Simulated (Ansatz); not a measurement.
A run of Ansatz 0.2.0 is set up as follows.

input.yaml

```yaml
crystal:
  lattice:
    - [0.0, 2.325, 2.325]
    - [2.325, 0.0, 2.325]
    - [2.325, 2.325, 0.0]
  atoms:
    - { symbol: Hf, position: [0.5, 0.5, 0.5] }
    - { symbol: C, position: [0.0, 0.0, 0.0] }
kpoints:
  mp_grid: { grid: [10, 10, 10] }
scf:
  occupations: { method: fermi_dirac, width: 0.05 }
hamiltonian:
  xc: pbesol
  pseudopotentials: { kind: all_electron, lapw: { basis_error: 0.001 } }
output:
  forces: true
  stress: true
relax:
  f_tol: 0.02
  max_steps: 60
  cell: { p_target: 5 }
```

Potentials or basis: all-electron LAPW, scalar-relativistic.

Command:

```bash
$ ansatz run input.yaml --threads 1 --pin off --max-ram 3072MiB --backend cpu --events-out ev --progress --plain --runs-dir out
```

Problem. What does it give for the space group after relaxing (to 0.05 Å)?

Solution. Fm-3m (No. 225).

Problem. Predict the relaxed volume.

Solution. 11.99 Å³/atom.

Final structure:
```
Hf C
1.0
     0.00000    2.28900    2.28900
     2.28900    0.00000    2.28900
     2.28900    2.28900    0.00000
Hf C
1 1
Direct
  0.50000 0.50000 0.50000
  0.00000 0.00000 0.00000
```

Spin-orbit coupling is left out, which matters for the levels of Hf.
